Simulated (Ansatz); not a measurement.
**Be: settings compared (Ansatz)**

Run with:

```bash
ansatz run input.yaml --threads 1 --pin off --max-ram 2560MiB --backend cpu --events-out ev --progress --plain --runs-dir out
```

The input file (Ansatz 0.2.0, plane waves):

```yaml
crystal:
  lattice:
    - [0.0, 1.610542, 1.610542]
    - [1.610542, 0.0, 1.610542]
    - [1.610542, 1.610542, 0.0]
  atoms:
    - { symbol: Be, position: [0.0, 0.0, 0.0] }
  symmetry: { tolerance: 0.0003 }
kpoints:
  mp_grid: { grid: [9, 9, 9], shift: [0, 0, 0] }
magnetization:
  spin_polarized: false
scf:
  occupations: { method: fermi_dirac }
hamiltonian:
  pseudopotentials: { kind: paw }
  xc: pbe
basis:
  ecutwfc: 420
output:
  forces: true
  stress: true
  eigenvalues: true
  write_density: true
  write_potential: true
  elf: true
  volumetric_format: npy
```

Origin of the cell: a known structure type with other elements, at an estimated volume, so it need not be a known compound.

The smearing width isn't typed, so it takes its default of 0.1 eV.

Output of this run (shortened):

```
SCF iter   1: F=—  HF=-92.682039 eV  Δρ=1.31e-3  dr2=6.88e-5
SCF iter   2: F=—  HF=-92.682056 eV  Δρ=6.76e-4  dr2=1.82e-5
SCF iter   3: F=-92.682043 eV  HF=-92.682043 eV  Δρ=5.02e-6  dr2=1.01e-9
SCF iter   4: F=-92.682043 eV  HF=-92.682043 eV  Δρ=9.77e-7  dr2=1.84e-11
SCF iter   5: F=-92.682043 eV  HF=-92.682043 eV  Δρ=1.33e-7  dr2=3.68e-13
SCF iter   6: F=-92.682043 eV  HF=-92.682043 eV  Δρ=7.77e-9  dr2=2.10e-15
SCF 1 converged in 6 iterations: F = -92.682043 eV  dr2 = 2.10e-15
SCF converged after 6 iterations
Free energy (F): -92.682043 eV
Harris-Foulkes:  -92.682043 eV  (|F-HF|=2.84e-14)
Internal energy: -92.681163 eV  (E = F + TS)
E sigma→0 (E₀):  -92.681603 eV
Entropy (-TS):   -0.000880 eV (-0.880 meV/atom)
Fermi energy:    7.740588 eV
--- Per-component energies (eV) ---
  E_band       = 5.523736
  E_kinetic    = 20.484440
  E_local      = 2.643021  (includes V_loc(G=0)·N_el)
  E_nonlocal   = 4.190441
  E_hartree    = 0.019640
  E_xc         = -19.521412
  E_vxc        = -20.468137  (∫ρ·V_xc dr)
  E_paw        = -59.504640  (= ΣΔE_a)
  E_vpaw       = -1.365309  (= ΣTr[D̂ρ^β])
  E_aug_tail   = -0.000001  (compensation charges beyond the density's cutoff)
  E_ewald      = -40.992652
  E_smearing   = -0.000880  (= −TS)
  Σ components = -92.682043   (vs F -92.682043, Δ=0.00e0)
--- Forces (eV/Å), atoms counted from 1 ---
  atom   1  Be     0.000000     0.000000    -0.000000
  max |Σ_I F_I| component: 0.0 eV/Å
--- Stress (GPa, compression-positive) ---
       -6.943506       0.000000      -0.000000
       -0.000000      -6.943506       0.000000
        0.000000       0.000000      -6.943506
  P = ⅓ Tr σ = -6.9435 GPa (-69.435 kbar)
```

The same input was run again with these changes:

1. `hamiltonian.pseudopotentials` { kind: paw } → { kind: nc, accuracy: standard }; `scf.mixing.algorithm` default → anderson; `scf.mixing.beta` default → 0.5
2. `hamiltonian.xc` pbe → rpbe; `kpoints.mp_grid.shift` [0, 0, 0] → [0.5, 0.5, 0.5]
3. `basis.ecutrho_ratio` default → 6
4. `scf.occupations.method` fermi_dirac → methfessel_paxton; `scf.occupations.width` default → 0.005

| run | end | SCF iterations | P (GPa) | max force component (eV/Å) | moment (μB) | ΔE(σ→0) (meV/atom) |
| --- | --- | --- | --- | --- | --- | --- |
| base | converged | 6 | -6.94 | 0.000 | – | 0 |
| 1 | converged | 7 | -2.54 | 0.000 | – | – |
| 2 | converged | 6 | -3.23 | 0.000 | – | – |
| 3 | converged | 6 | -6.94 | 0.000 | – | 0.00 |
| 4 | converged | 3 | -6.99 | 0.000 | – | -0.29 |

Energies are compared only where functional, datasets, charge and starting cell are the same.

Run 1: the cutoff lies below the datasets' advice.
Run 2: forces of this functional can be a tenth off on datasets made under PBE; the k mesh is coarse if the cell is a metal; the k mesh keeps only part of the crystal's symmetry.
